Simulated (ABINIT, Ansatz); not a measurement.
# RbBr (Fm-3m): one start, several treatments of the self-energy

Aim: compare treatments of exchange, screening and correlation for the gap of RbBr (Fm-3m).

Main program and level: ABINIT 10.8.3; PBE and many-body steps on it, plane waves.

The database entry behind the starting cell differs from later determinations by our own check (about 0.5 % short), so it need not match the best structure at ambient conditions.

## Step 1: Set-up

Symmetry: Fm-3m, No. 225, cubic system. The conventional cell has a = 6.854 Å, b = 6.854 Å, c = 6.854 Å, α = 90.00°, β = 90.00°, γ = 90.00°. Rb has 6 Br at 3.43 Å nearest. Br has 6 Rb at 3.43 Å nearest. Farther neighbours and most contacts between anions are not listed.

The cell and positions come from the Crystallography Open Database and are kept as given unless a step says otherwise.

## Step 2: Empty states on the mesh, 4×4×4 mesh, 1478 bands

This step: ABINIT 10.8.3; DFT, PBE, plane waves, norm-conserving pseudopotentials.

The sums over transitions need many empty states on a uniform mesh; this step solves for them.

File run.abi:

```
acell 3*1.0 Angstrom
rprim 
  0.000000000000 3.427000000000 3.427000000000
  3.427000000000 0.000000000000 3.427000000000
  3.427000000000 3.427000000000 -0.000000000000
ntypat 2
znucl 37 35
natom 2
typat 1 2
xred 
  0.000000000000 0.000000000000 0.000000000000
  0.500000000000 0.500000000000 0.500000000000
pp_dirpath "pseudos"
pseudos "Rb.upf, Br.upf"
ecut 19
ngkpt 4 4 4
nshiftk 1
shiftk 0 0 0
kptopt 1
chksymbreak 0
irdden 1
istwfk *1
nband 1478
prtvol 0
optdriver 6
gwr_task "HDIAGO"
paral_kgb 0
occopt 1
indata_prefix "in"
outdata_prefix "out"
tmpdata_prefix "tmp"
```

Launch:

```console
OMP_NUM_THREADS=1 mpirun -n 4 abinit run.abi > log
```

The log of the run:

```text
.Version 10.8.3 of ABINIT. v10.8.2 released Aug 2026.

 Symmetries : space group Fm -3 m (#225); Bravais cF (face-center cubic)
[... echo of the input left out ...]
== DATASET  1 ==================================================================
-   mpi_nproc: 4, omp_nthreads: 1 (-1 if OMP is not activated)

--- !DatasetInfo
iteration_state: {dtset: 1, }
dimensions: {natom: 2, nkpt: 8, mband: 1478, nsppol: 1, nspinor: 1, nspden: 1, mpw: 2180, }
cutoff_energies: {ecut:  19.0, pawecutdg:  -1.0, }
[...]
Direct band gap semiconductor
 Fundamental gap:     4.364 (eV)
   VBM:    -1.042 (eV) at k: [ 0.0000E+00,  0.0000E+00,  0.0000E+00]
   CBM:     3.322 (eV) at k: [ 0.0000E+00,  0.0000E+00,  0.0000E+00]
 Direct gap:         4.364 (eV) at k: [ 0.0000E+00,  0.0000E+00,  0.0000E+00]

== END DATASET(S) ==============================================================
================================================================================

 -outvars: echo values of variables after computation  --------
           etotal      0.0000000000E+00
            nband        1478
             nkpt           8
          spgroup         225
 [... the other variables as echoed above ...]

 Calculation completed.
```

Elapsed: 27 s, on 4 MPI ranks of Arm Neoverse V1, shared host; peak memory 1.4 GiB; 1.8 min of CPU time.

Numbers from this step:

```yaml
gap: 4.364 eV
k_of_the_valence_top: 0, 0, 0
k_of_the_conduction_bottom: 0, 0, 0
least_direct_gap: 4.364 eV
k_points_computed: 8
lowest_point_of_the_top_converged_band_above_the_valence_top: 394.4428 eV
```

On this mesh the gap is 4.364 eV.

The density comes from a self-consistent run that is not shown.

## Step 3: Screening, 4×4×4 mesh, 604 bands, screening to 283 eV

The RPA dielectric matrix is built and inverted for each q.

This step: RPA screening on PBE, plane waves, norm-conserving pseudopotentials.

Changes to run.abi since step 2:

```diff
@@ -20,10 +20,11 @@
 chksymbreak 0
-irdden 1
 istwfk *1
-nband 1478
-prtvol 0
-optdriver 6
-gwr_task "HDIAGO"
-paral_kgb 0
 occopt 1
+irdwfk 1
+optdriver 3
+nband 604
+ecuteps 10.4
+inclvkb 2
+awtr 1
+symchi 1
 indata_prefix "in"
```

The log of the run:

```text
.Version 10.8.3 of ABINIT. v10.8.2 released Aug 2026.

 Symmetries : space group Fm -3 m (#225); Bravais cF (face-center cubic)
[... echo of the input left out ...]
== DATASET  1 ==================================================================
-   mpi_nproc: 4, omp_nthreads: 1 (-1 if OMP is not activated)

--- !DatasetInfo
iteration_state: {dtset: 1, }
dimensions: {natom: 2, nkpt: 8, mband: 604, nsppol: 1, nspinor: 1, nspden: 1, mpw: 2180, }
cutoff_energies: {ecut:  19.0, pawecutdg:  -1.0, }
electrons: {nelect:   1.60000000E+01, charge:   0.00000000E+00, occopt:   1.00000000E+00, tsmear:   1.00000000E-02, }

 SCREENING: Calculation of the susceptibility and dielectric matrices

 Based on a program developped by R.W. Godby, V. Olevano, G. Onida, and L. Reining.
 Incorporated in ABINIT by V. Olevano, G.-M. Rignanese, and M. Torrent.
.Using double precision arithmetic ; gwpc =  8

[... cell and pseudopotentials left out ...]
--------------------------------------------------------------------------------

 ==== K-mesh for the wavefunctions ====
 Number of points in the irreducible wedge :     8
[... list of points left out ...]
 Together with 48 symmetry operations and time-reversal symmetry
 yields    64 points in the full Brillouin Zone.

 ==== Q-mesh for the screening function ====
 Number of points in the irreducible wedge :     8
[... list of points left out ...]
 Together with 48 symmetry operations and time-reversal symmetry
 yields    64 points in the full Brillouin Zone.

 setmesh: FFT mesh size selected  =    32x   32x   32
          total number of points  =        32768

 vcoul_init : cutoff-mode = AUXILIARY_FUNCTION
 q-points for optical limit:   1
     1)      0.000010    0.000020    0.000030

- screening: taking advantage of time-reversal symmetry
- Maximum band index for partially occupied states nbvw = 8
- Remaining bands to be divided among processors   nbcw = 596
- Number of bands treated by each node ~149

 Number of electrons calculated from density =   16.0000; Expected =   16.0000
 average of density, n =  0.029454
 r_s =    2.0087
 omega_plasma =   16.5551 [eV]

 calculating chi0 at frequencies [eV] :
  1    0.000000E+00    0.000000E+00
  2    0.000000E+00    1.655507E+01

--------------------------------------------------------------------------------
  q-point number  1        q = ( 0.000000, 0.000000, 0.000000) [r.l.u.]
--------------------------------------------------------------------------------
[... chi0 elements left out ...]
 For q-point:  0.000010 0.000020 0.000030
  dielectric constant =   2.3653
  dielectric constant without local fields =   2.8438

  Average fulfillment of the sum rule on Im[epsilon] for q-point    1 :     99.29  [%]
[... wings left out ...]
  q-point number  2        q = ( 0.250000, 0.000000, 0.000000) [r.l.u.]
--------------------------------------------------------------------------------
[... chi0 elements left out ...]
  Average fulfillment of the sum rule on Im[epsilon] for q-point    2 :    100.95  [%]

 [... 6 further q-points ...]
```

It took 9.1 min on 4 MPI ranks; peak memory 3.3 GiB; 36 min of CPU time.

This step gave:

```yaml
eps_infinity_with_local_fields_on_this_mesh_along_the_program_s_q_direction: 2.365
the_same_without_local_fields: 2.844
plasma_frequency: 16.56 eV
plane_waves_in_the_screening_matrix: 893
```

Local fields lower ε∞ by 17 %.

## Step 4: G0W0, Godby-Needs plasmon pole

The self-energy is evaluated for the states that the input lists, and the levels follow from it, in one-shot runs by the linearised quasiparticle equation.

This step: G0W0 on PBE, plane waves, norm-conserving pseudopotentials.

Changes to run.abi since step 3:

```diff
@@ -23,8 +23,15 @@
 irdwfk 1
-optdriver 3
+optdriver 4
 nband 604
+gwcalctyp 0
+ecutsigx 19
+symsigma 1
+nkptgw 1
+kptgw 
+  0.0000000000 0.0000000000 0.0000000000
+bdgw 
+  6 12
 ecuteps 10.4
-inclvkb 2
-awtr 1
-symchi 1
+irdscr 1
+ppmodel 1
 indata_prefix "in"
```

The log of the run:

```text
.Version 10.8.3 of ABINIT. v10.8.2 released Aug 2026.

 Symmetries : space group Fm -3 m (#225); Bravais cF (face-center cubic)
[... echo of the input left out ...]
== DATASET  1 ==================================================================
-   mpi_nproc: 4, omp_nthreads: 1 (-1 if OMP is not activated)

--- !DatasetInfo
iteration_state: {dtset: 1, }
dimensions: {natom: 2, nkpt: 8, mband: 604, nsppol: 1, nspinor: 1, nspden: 1, mpw: 2180, }
cutoff_energies: {ecut:  19.0, pawecutdg:  -1.0, }
electrons: {nelect:   1.60000000E+01, charge:   0.00000000E+00, occopt:   1.00000000E+00, tsmear:   1.00000000E-02, }

 SIGMA: Calculation of the GW corrections

 Based on a program developped by R.W. Godby, V. Olevano, G. Onida, and L. Reining.
 Incorporated in ABINIT by V. Olevano, G.-M. Rignanese, and M. Torrent.
.Using double precision arithmetic ; gwpc =  8

[... cell and pseudopotentials left out ...]
--------------------------------------------------------------------------------

 ==== K-mesh for the wavefunctions ====
 Number of points in the irreducible wedge :     8
[... list of points left out ...]
 Together with 48 symmetry operations and time-reversal symmetry
 yields    64 points in the full Brillouin Zone.

 ==== Q-mesh for screening function ====
 Number of points in the irreducible wedge :     8
[... list of points left out ...]
 Together with 48 symmetry operations and time-reversal symmetry
 yields    64 points in the full Brillouin Zone.

 vcoul_init : cutoff-mode = AUXILIARY_FUNCTION
 q-points for optical limit:   1
     1)      0.000010    0.000020    0.000030
 setmesh: FFT mesh size selected  =    36x   36x   36
          total number of points  =        46656

 Number of electrons calculated from density =   16.0000; Expected =   16.0000
 average of density, n =  0.029454
 r_s =    2.0087
 omega_plasma =   16.5551 [eV]

 === KS Band Gaps ===
  >>>> For spin  1
   Minimum direct gap =   4.3636 [eV], located at k-point      :   0.0000  0.0000  0.0000
   Fundamental gap    =   4.3636 [eV], Top of valence bands at :   0.0000  0.0000  0.0000
                                       Bottom of conduction at :   0.0000  0.0000  0.0000
 SIGMA fundamental parameters:
 PLASMON POLE MODEL  1
 number of plane-waves for SigmaX                 2109
 number of plane-waves for SigmaC and W            893
 number of plane-waves for wavefunctions          2109
 number of bands                                   604
 number of independent spin polarizations            1
 number of spinorial components                      1
 number of k-points in IBZ                           8
 number of q-points in IBZ                           8
 number of symmetry operations                      48
 number of k-points in BZ                           64
 number of q-points in BZ                           64
 number of frequencies for dSigma/dE                 9
 frequency step for dSigma/dE [eV]                0.25
 number of omega for Sigma on real axis              0
 max omega for Sigma on real axis  [eV]           0.00
 zcut for avoiding poles [eV]                     0.10

 EPSILON^-1 parameters (SCR file):
 dimension of the eps^-1 matrix on file            893
 dimension of the eps^-1 matrix used               893
 number of plane-waves for wavefunctions          2109
 number of bands                                   604
 number of q-points in IBZ                           8
 number of frequencies                               2
 number of real frequencies                          1
 number of imag frequencies                          1

 matrix elements of self-energy operator (all in [eV])

 Perturbative Calculation

--- !SelfEnergy_ee
iteration_state: {dtset: 1, }
kpoint     : [   0.000,    0.000,    0.000, ]
spin       : 1
KS_gap     :    4.364
QP_gap     :    6.888
Delta_QP_KS:    2.524
data: !SigmaeeData |
     Band     E0 <VxcDFT>   SigX SigC(E0)      Z dSigC/dE  Sig(E)    E-E0       E
        6  -1.042 -12.668 -16.491   1.353   0.811  -0.233 -14.672  -2.003  -3.045
        7  -1.042 -12.668 -16.491   1.353   0.811  -0.233 -14.672  -2.003  -3.045
        8  -1.042 -12.668 -16.491   1.353   0.811  -0.233 -14.672  -2.003  -3.045
        9   3.322  -6.375  -2.894  -2.880   0.867  -0.153  -5.854   0.521   3.843
       10   6.243  -7.381  -3.248  -3.002   0.862  -0.160  -6.406   0.974   7.218
       11   6.243  -7.381  -3.248  -3.002   0.862  -0.160  -6.406   0.974   7.218
       12   6.243  -7.381  -3.248  -3.002   0.862  -0.160  -6.406   0.974   7.218

== END DATASET(S) ==============================================================
================================================================================

 -outvars: echo values of variables after computation  --------
           etotal      0.0000000000E+00
            nband         604
             nkpt           8
          spgroup         225
 [... the other variables as echoed above ...]

 Calculation completed.
```

It took 5.1 min on 4 MPI ranks; peak memory 4.5 GiB; 20 min of CPU time.

Numbers from this step:

* G0W0 gap on the points computed: 6.888 eV
* starting gap on the mesh: 4.364 eV
* k of the valence top: 0, 0, 0
* k of the conduction bottom: 0, 0, 0
* Z at the valence top: 0.811
* Z at the conduction bottom: 0.867
* least direct G0W0 gap on the computed points: 6.888 eV

The gap on the mesh goes from 4.36 eV to 6.89 eV, a correction of +2.52 eV.

## Step 5: G0W0, Engel-Farid plasmon pole

Changes to run.abi since step 4:

```diff
@@ -35,3 +35,3 @@
 irdscr 1
-ppmodel 1
+ppmodel 4
 indata_prefix "in"
```

The log of the run:

```text
.Version 10.8.3 of ABINIT. v10.8.2 released Aug 2026.

 Symmetries : space group Fm -3 m (#225); Bravais cF (face-center cubic)
[... echo of the input left out ...]
== DATASET  1 ==================================================================
-   mpi_nproc: 4, omp_nthreads: 1 (-1 if OMP is not activated)

--- !DatasetInfo
iteration_state: {dtset: 1, }
dimensions: {natom: 2, nkpt: 8, mband: 604, nsppol: 1, nspinor: 1, nspden: 1, mpw: 2180, }
cutoff_energies: {ecut:  19.0, pawecutdg:  -1.0, }
electrons: {nelect:   1.60000000E+01, charge:   0.00000000E+00, occopt:   1.00000000E+00, tsmear:   1.00000000E-02, }

 SIGMA: Calculation of the GW corrections

 Based on a program developped by R.W. Godby, V. Olevano, G. Onida, and L. Reining.
 Incorporated in ABINIT by V. Olevano, G.-M. Rignanese, and M. Torrent.
.Using double precision arithmetic ; gwpc =  8

[... cell and pseudopotentials left out ...]
--------------------------------------------------------------------------------

 ==== K-mesh for the wavefunctions ====
 Number of points in the irreducible wedge :     8
[... list of points left out ...]
 Together with 48 symmetry operations and time-reversal symmetry
 yields    64 points in the full Brillouin Zone.

 ==== Q-mesh for screening function ====
 Number of points in the irreducible wedge :     8
[... list of points left out ...]
 Together with 48 symmetry operations and time-reversal symmetry
 yields    64 points in the full Brillouin Zone.

 vcoul_init : cutoff-mode = AUXILIARY_FUNCTION
 q-points for optical limit:   1
     1)      0.000010    0.000020    0.000030
 setmesh: FFT mesh size selected  =    36x   36x   36
          total number of points  =        46656

 Number of electrons calculated from density =   16.0000; Expected =   16.0000
[...]
number of q-points in BZ                           64
 number of frequencies for dSigma/dE                 9
 frequency step for dSigma/dE [eV]                0.25
 number of omega for Sigma on real axis              0
 max omega for Sigma on real axis  [eV]           0.00
 zcut for avoiding poles [eV]                     0.10

 EPSILON^-1 parameters (SCR file):
 dimension of the eps^-1 matrix on file            893
 dimension of the eps^-1 matrix used               893
 number of plane-waves for wavefunctions          2109
 number of bands                                   604
 number of q-points in IBZ                           8
 number of frequencies                               2
 number of real frequencies                          1
 number of imag frequencies                          1

 matrix elements of self-energy operator (all in [eV])

 Perturbative Calculation

--- !SelfEnergy_ee
iteration_state: {dtset: 1, }
kpoint     : [   0.000,    0.000,    0.000, ]
spin       : 1
KS_gap     :    4.364
QP_gap     :    7.029
Delta_QP_KS:    2.666
data: !SigmaeeData |
     Band     E0 <VxcDFT>   SigX SigC(E0)      Z dSigC/dE  Sig(E)    E-E0       E
        6  -1.042 -12.668 -16.491   1.070   0.820  -0.219 -14.927  -2.258  -3.300
        7  -1.042 -12.668 -16.491   1.070   0.820  -0.219 -14.927  -2.258  -3.300
        8  -1.042 -12.668 -16.491   1.070   0.820  -0.219 -14.927  -2.258  -3.300
        9   3.322  -6.375  -2.894  -3.014   0.873  -0.145  -5.967   0.407   3.729
       10   6.243  -7.381  -3.248  -3.120   0.867  -0.153  -6.502   0.878   7.122
       11   6.243  -7.381  -3.248  -3.120   0.867  -0.153  -6.502   0.878   7.122
       12   6.243  -7.381  -3.248  -3.120   0.867  -0.153  -6.502   0.878   7.122

== END DATASET(S) ==============================================================
================================================================================

 -outvars: echo values of variables after computation  --------
           etotal      0.0000000000E+00
            nband         604
             nkpt           8
          spgroup         225
 [... the other variables as echoed above ...]

 Calculation completed.
```

Elapsed: 2.1 min, on 4 MPI ranks; peak memory 3.8 GiB; 8.3 min of CPU time.

This step gave:

```yaml
g0w0_gap_on_the_points_computed: 7.029 eV
starting_gap_on_the_mesh: 4.364 eV
k_of_the_valence_top: 0, 0, 0
k_of_the_conduction_bottom: 0, 0, 0
z_at_the_valence_top: 0.82
z_at_the_conduction_bottom: 0.873
least_direct_g0w0_gap_on_the_computed_points: 7.029 eV
```

Against G0W0 in ABINIT (4×4×4 mesh, 604 bands, screening to 283 eV, Godby-Needs plasmon pole), the gap moves by +0.141 eV.

## Step 6: G0W0, Hybertsen-Louie plasmon pole

Changes to run.abi since step 5:

```diff
@@ -35,3 +35,3 @@
 irdscr 1
-ppmodel 4
+ppmodel 2
 indata_prefix "in"
```

The log of the run:

```text
.Version 10.8.3 of ABINIT. v10.8.2 released Aug 2026.

 Symmetries : space group Fm -3 m (#225); Bravais cF (face-center cubic)
[... echo of the input left out ...]
== DATASET  1 ==================================================================
-   mpi_nproc: 4, omp_nthreads: 1 (-1 if OMP is not activated)

--- !DatasetInfo
iteration_state: {dtset: 1, }
dimensions: {natom: 2, nkpt: 8, mband: 604, nsppol: 1, nspinor: 1, nspden: 1, mpw: 2180, }
cutoff_energies: {ecut:  19.0, pawecutdg:  -1.0, }
[...]
10   6.243  -7.381  -3.248  -3.240   0.882  -0.133  -6.593   0.788   7.031
       11   6.243  -7.381  -3.248  -3.240   0.882  -0.133  -6.593   0.788   7.031
       12   6.243  -7.381  -3.248  -3.240   0.882  -0.133  -6.593   0.788   7.031

== END DATASET(S) ==============================================================
================================================================================

 -outvars: echo values of variables after computation  --------
           etotal      0.0000000000E+00
            nband         604
             nkpt           8
          spgroup         225
 [... the other variables as echoed above ...]

 Calculation completed.
```

Run time: 5 min. Hardware: 4 MPI ranks; peak memory 4.2 GiB; 20 min of CPU time.

Numbers from this step:

```yaml
g0w0_gap_on_the_points_computed: 7.16 eV
starting_gap_on_the_mesh: 4.364 eV
k_of_the_valence_top: 0, 0, 0
k_of_the_conduction_bottom: 0, 0, 0
least_direct_g0w0_gap_on_the_computed_points: 7.16 eV
```

Against G0W0 in ABINIT (4×4×4 mesh, 604 bands, screening to 283 eV, Godby-Needs plasmon pole), the gap moves by +0.272 eV.

## Step 7: One-shot Hartree-Fock

This step: one-shot Hartree-Fock on PBE, plane waves, norm-conserving pseudopotentials.

Changes to run.abi since step 6:

```diff
@@ -24,4 +24,4 @@
 optdriver 4
-nband 604
-gwcalctyp 0
+nband 12
+gwcalctyp 5
 ecutsigx 19
@@ -33,5 +33,4 @@
   6 12
-ecuteps 10.4
-irdscr 1
-ppmodel 2
+ixc_sigma 40
+fftgw 31
 indata_prefix "in"
```

The log of the run:

```text
.Version 10.8.3 of ABINIT. v10.8.2 released Aug 2026.

 Symmetries : space group Fm -3 m (#225); Bravais cF (face-center cubic)
[... echo of the input left out ...]
== DATASET  1 ==================================================================
-   mpi_nproc: 4, omp_nthreads: 1 (-1 if OMP is not activated)

--- !DatasetInfo
iteration_state: {dtset: 1, }
dimensions: {natom: 2, nkpt: 8, mband: 12, nsppol: 1, nspinor: 1, nspden: 1, mpw: 2180, }
cutoff_energies: {ecut:  19.0, pawecutdg:  -1.0, }
[...]
10   6.243  -7.381  -3.248   0.000   1.000   0.000  -3.248   4.133  10.376
       11   6.243  -7.381  -3.248   0.000   1.000   0.000  -3.248   4.133  10.376
       12   6.243  -7.381  -3.248   0.000   1.000   0.000  -3.248   4.133  10.376

== END DATASET(S) ==============================================================
================================================================================

 -outvars: echo values of variables after computation  --------
           etotal      0.0000000000E+00
            nband          12
             nkpt           8
          spgroup         225
 [... the other variables as echoed above ...]

 Calculation completed.
```

Elapsed: 2.5 s, on 4 MPI ranks; peak memory 0.12 GiB.

Numbers from this step:

* quasiparticle gap on the points computed: 11.67 eV
* starting gap on the mesh: 4.364 eV
* k of the valence top: 0, 0, 0
* k of the conduction bottom: 0, 0, 0
* least direct quasiparticle gap on the computed points: 11.67 eV

Against G0W0 in ABINIT (4×4×4 mesh, 604 bands, screening to 283 eV, Godby-Needs plasmon pole), the gap moves by +4.779 eV.

(Continued in part 2 of 2.)

[Paths, hosts, dates, memory and timing lines, banners, echoed tables and standing remarks are left out of the program output.]

[Logs are printed without paths, hosts, clocks, repeated set-up lines and the standing remarks that a program may print on its own settings, such as how far it seeks lower states.]

[Runs of the session that timed out or met a known fault of the program may be left out.]

[Hosts, paths, dates, database ids (printed as entryN), source tags and the programs' standing remarks are cut or masked in the printed files.]

[G0W0 gaps are taken among the corrected bands and points alone; a level outside them can change the order at an edge.]

[Where Ansatz stands beside ABINIT at settings called matched, ABINIT's density can come from a denser mesh and the files from another edition; pairs whose starting gaps differed by over 0.03 eV were left out, so agreement reads better than it is.]
